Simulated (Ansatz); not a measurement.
# CdSe: the cost of one run

Method: DFT PBE, scalar-relativistic, plane waves, PAW, in Ansatz 0.2.0.

16 further runs of the same task are left out: 16 set aside as unsound or not needed.

## 1. The system as given

The structure is cubic, space group F-43m (No. 216). Conventional cell: a = 6.197 Å, b = 6.197 Å, c = 6.197 Å, α = 90.00°, β = 90.00°, γ = 90.00°. Cd (site symmetry -43m) has 4 Se at 2.68 Å as nearest neighbours. Around Se (site symmetry -43m) lie 4 Cd at 2.68 Å.

As a file:

```cif
data_structure
_symmetry_space_group_name_H-M 'F-43m'
_symmetry_Int_Tables_number 216
_cell_length_a 6.1968
_cell_length_b 6.1968
_cell_length_c 6.1968
_cell_angle_alpha 90.000
_cell_angle_beta 90.000
_cell_angle_gamma 90.000
_cell_volume 237.96
loop_
_atom_site_label
_atom_site_type_symbol
_atom_site_symmetry_multiplicity
_atom_site_Wyckoff_symbol
_atom_site_fract_x
_atom_site_fract_y
_atom_site_fract_z
_atom_site_occupancy
Cd1 Cd 4 a 0.00000 0.00000 0.00000 1
Se1 Se 4 c 0.25000 0.25000 0.25000 1
```

It goes back to an entry of the Materials Project, which need not be the stable form.

It is the result of an earlier relaxation at this level (volume 29.75 Å³/atom; gap on the mesh: 0.49 eV).

## 2. What is varied

The energy is mapped over volume and the cell's shape.

The axes are (1) volume per atom: 7 values from 24.99 to 34.51 Å³; (2) length along [111] over the lengths across it, relative to the cubic cell: 7 values from 0.886 to 1.128.

Nothing else is relaxed (fractional coordinates fixed). Energies count from the relaxed crystal. Points are written as (first, second).

## 3. Point (29.75 Å³, 0.886)

Contents of input.yaml:

```yaml
crystal:
  lattice:
    - [0.0, 3.2254943953, 3.2254943953]
    - [3.2254943953, 0.0, 3.2254943953]
    - [2.9812169531, 2.9812169531, 0.2442774422]
  atoms:
    - { symbol: Cd, position: [0.0, 0.0, 0.0] }
    - { symbol: Se, position: [0.75, 0.75, 0.75] }
basis:
  ecutwfc: 420
kpoints:
  mp_grid: { grid: [10, 10, 10] }
hamiltonian:
  xc: pbe
scf:
  occupations: { method: gaussian, width: 0.05 }
output:
  forces: true
  stress: true
  eigenvalues: true
```

The run is started by

```console
$ ansatz run input.yaml --threads 1 --pin off --max-ram 2048MiB --backend cpu --events-out ev --progress --plain --runs-dir out
```

Q: Estimate wall time and peak memory on 1 thread of Intel Xeon 6975P-C (Granite Rapids), shared host.

About 5.6 s, with a peak of 0.5 GiB.
